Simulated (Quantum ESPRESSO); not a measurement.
Runs of Quantum ESPRESSO 7.5 on NaH. It takes space group Fm-3m (No. 225, cubic). The conventional cell has a = 4.880 Å, b = 4.880 Å, c = 4.880 Å, α = 90.00°, β = 90.00°, γ = 90.00°. Na (site symmetry m-3m) is surrounded by 6 H at 2.44 Å. H (site symmetry m-3m) is surrounded by 6 Na at 2.44 Å. 

```csv
task,level,potentials or basis,k mesh,cutoff (eV),SCF threshold,symmetry,form of the LDA correlation,pressure (GPa),V0 of scaled cells (Å³/atom),B0 (GPa)
equation of state,PBEsol,GBRV 1.5 PBEsol,9 × 9 × 9,612,4e-10 Ry,-,-,-,13.80,24
equation of state,r2SCAN,SG15 PBE 1.2,7 × 7 × 7,952,1e-08 Ry,off,-,-,(a),24
band structure,PBEsol,GBRV 1.5 PBEsol,9 × 9 × 9,612,4e-10 Ry,-,-,-1.2,-,-
band structure,r2SCAN,SG15 PBE 1.2,7 × 7 × 7,952,1e-08 Ry,off,-,(b),-,-
band structure,LDA,GBRV 1.5 LDA,9 × 9 × 9,612,4e-10 Ry,-,PZ81,-2.6,-,-
```

Alike in all rows: no spin polarisation; cell as given; smearing fermi-dirac 0.05 eV.

Task: Estimate the missing entries.

Result: (a) 14.07; (b) -1.1.

Caveats: the potentials were made for another functional, which shifts forces and pressure (some runs).

Runs at the PBE level aren't shown here.
